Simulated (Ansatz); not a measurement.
The system is Bi2TeSe2 (Skippenite).

```xyz
5
Lattice="2.0915 1.2075 9.7123 -2.0915 1.2075 9.7123 0.0000 -2.4151 9.7123" Properties=species:S:1:pos:R:3 pbc="T T T"
Bi    0.0000    0.0000   17.5387
Bi    0.0000    0.0000   11.5983
Te    0.0000    0.0000    0.0000
Se    0.0000    0.0000   22.9716
Se    0.0000    0.0000    6.1654
```

- Program: Ansatz 0.2.0
- Task: relaxation of cell and atoms
- Functional: LDA
- Potentials or basis: Ansatz PAW
- Cutoff: 420 eV (not typed: the program's choice for these potentials)
- k mesh: 7 × 7 × 7
- Occupations: fermi-dirac, width 0.05 eV
- Spin: no spin polarisation

At the start: volume 29.43 Å³/atom.

Question: How do energy, volume and symmetry change on relaxing?

Answer: It ends after 7 steps and the volume is 28.86 Å³/atom (-2.0 %); space group R-3m (No. 166, to 0.05 Å).

Step by step:
```
step  energy change (eV)  largest force (eV/Å)  volume (Å³)
   1              0.0000                1.7799       147.17
   2             -0.2952                0.3980       148.92
   3             -0.3405                0.0601       143.22
   4             -0.3455                0.0435       144.78
   5             -0.3461                0.0310       144.06
   6             -0.3463                0.0015       144.29
   7             -0.3457                0.0015       144.29
```

Final structure:
```
Bi Te Se
1.0
     2.09784    1.21119    9.46456
    -2.09784    1.21119    9.46456
     0.00000   -2.42238    9.46456
Bi Te Se
2 1 2
Direct
  0.59327 0.59327 0.59327
  0.40673 0.40673 0.40673
  0.00000 0.00000 0.00000
  0.79333 0.79333 0.79333
  0.20667 0.20667 0.20667
```

Caveat: the plane-wave basis is chosen anew once the cell has moved, so the energies of steps on either side of that aren't comparable; the PAW data sets come from PBE, with cores solved anew for the run's functional, which leaves a small shift of forces and pressure.
